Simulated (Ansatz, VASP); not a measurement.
# Pd: VASP beside Ansatz

The input INCAR:

```
SYSTEM = Pd
ALGO = Fast
EDIFF = 1E-6
ENCUT = 520
GGA = PE
ISIF = 2
ISMEAR = 0
LASPH = .TRUE.
LCHARG = .FALSE.
LREAL = .FALSE.
LWAVE = .FALSE.
NBANDS = 11
NELM = 100
PREC = Accurate
SIGMA = 0.15
```

The input KPOINTS:

```
k-points
0
G
  24 24 24
  0 0 0
```

The input POSCAR:

```
Pd
1.0
   -0.4214873702      1.7586197170      1.7586197170
    1.7586197170     -0.4214873702      1.7586197170
    1.7586197170      1.7586197170     -0.4214873702
Pd
1
Direct
    0.0000000000      0.0000000000      0.0000000000
```

Input for Ansatz:

```yaml
crystal:
  lattice:
    - [-0.4214873702, 1.758619717, 1.758619717]
    - [1.758619717, -0.4214873702, 1.758619717]
    - [1.758619717, 1.758619717, -0.4214873702]
  atoms:
    - { symbol: Pd, position: [0.0, 0.0, 0.0] }
basis:
  ecutwfc: 420
kpoints:
  mp_grid: { grid: [24, 24, 24] }
hamiltonian:
  xc: pbe
scf:
  occupations: { method: gaussian, width: 0.15 }
output:
  forces: true
  stress: true
  eigenvalues: true
```

Alike in both runs: task single point; functional PBE; k mesh 24 × 24 × 24; occupations gaussian, width 0.15 eV; no spin polarisation.

|  | VASP | Ansatz |
| --- | --- | --- |
| version | VASP 6.6.1 | Ansatz 0.2.0 |
| potentials or method | VASP PAW PBE potentials, release 64 (Pd) | scalar-relativistic, plane waves, PAW |
| plane-wave cutoff (eV) | 520 | 420 |
| valence electrons in the cell | 10 | 18 |

```tsv
	VASP	Ansatz	Ansatz less VASP
gap on the k mesh at the Fermi level (eV)	none	none	-
pressure (GPa)	24.7	25.2	+0.51
largest component of the traceless stress (GPa)	10.50	10.61	+0.111
```

A gap of «none» marks a metal or a gap that the smearing closes. The two sets of potentials don't hold the same shells in valence.

Caveats: so large a pressure means that the cell lies far from this level's equilibrium, or that cutoff or potentials fall short (VASP).
